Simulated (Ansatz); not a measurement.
# How far is PAW off for Hf?

```
Hf
1.0
    -1.79161    1.79161    1.83207
     1.79161   -1.79161    1.83207
     1.79161    1.79161   -1.83207
Hf
1
Direct
  0.00000 0.00000 0.00000
```

The cell comes from COD entry 1522789, which wasn't checked; take it as a given geometry. The listed cell was then made from it by scaling, straining or moving an atom.

No spin–orbit coupling, which matters for the heavy atoms here.

Levels of theory: DFT, PBE, PAW with Ansatz's default frozen-core files, scalar-relativistic (Ansatz 0.2.0); DFT, PBE, all-electron PAW with datasets made for the crystal, scalar-relativistic (Ansatz 0.2.0); DFT, PBE, all-electron LAPW, scalar-relativistic (Ansatz 0.2.0).

For PAW: a Γ-centred 16×16×16 k mesh, Fermi–Dirac smearing of 0.08 eV, cutoff 420 eV, no spin polarisation. The crystal-made all-electron datasets (AE datasets) take a cutoff of 400 eV at this cell. LAPW targets a basis error of 1 meV/atom. The Ansatz runs share mesh, smearing and spin set-up. Plane-wave (PAW) pressures include the program's estimate of the Pulay term.

Stress and pressure are positive in compression.

The change that made this cell: z strained by +1.5 % at fixed volume.

| quantity | PAW | AE datasets | LAPW |
| --- | --- | --- | --- |
| pressure (GPa) | -4.75 | -4.74 | -4.74 |
| stress xx (GPa) | -5.08 | -5.06 | -5.06 |
| stress zz (GPa) | -4.10 | -4.09 | -4.09 |

PAW's pressure differs from the LAPW value by about 0.01 GPa or less.
